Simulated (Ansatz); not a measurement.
Starting cell, BeO (wurtzite):

```
CELL_PARAMETERS angstrom
      2.71181     0.00000     0.00000
     -1.35591     2.34850     0.00000
      0.00000     0.00000     4.40456
ATOMIC_POSITIONS crystal
  Be 0.66667 0.33333 0.00149
  Be 0.33333 0.66667 0.50149
  O  0.66667 0.33333 0.62371
  O  0.33333 0.66667 0.12371
```

In this cell atom 4 (O, nearest neighbour Be at 1.656 Å; its periodic images, 2.7 Å or more away, move with it) is moved by s along Cartesian z, unit vector (0.000, 0.000, 1.000); all other atoms and the cell stay fixed.

The numbers are results of PBE (plane waves to 420 eV, PAW, scalar-relativistic; Ansatz, a program for electronic structure), not measurements. k mesh 11×11×6 (Γ-centred), Fermi-Dirac smearing 0.05 eV. Energies are smeared free energies. Left out: 1 of 11 points, with atoms too close for the PAW data. BeO was relaxed with its symmetry unable to fall. The zero of ΔE is the undisplaced structure.

```tsv
s (Å)	ΔE (meV/cell)
-0.500	1714
-0.400	1154
-0.300	689
-0.200	328
-0.100	89
0.000	0
0.100	withheld
0.200	478
0.300	1221
0.400	2513
```

Q: Fit a polynomial form (powers 2, 3, 4) to the given rows and predict ΔE at s = 0.100.

A: Least squares on the 9 given rows: ΔE = (9899)·s² + (10600)·s³ + (9176)·s⁴, in meV/cell with s in Å; root-mean-square residual 14.4 meV/cell. At 0.100 the fit gives 111 meV/cell; the calculation gives 107 meV/cell, so the interpolation is off by 4 (+3.7 %). The quadratic term alone would give 99 meV/cell.

(A displaced cell: forces are minus the slopes of the energy, force constants its curvatures, and phonons follow from these.)
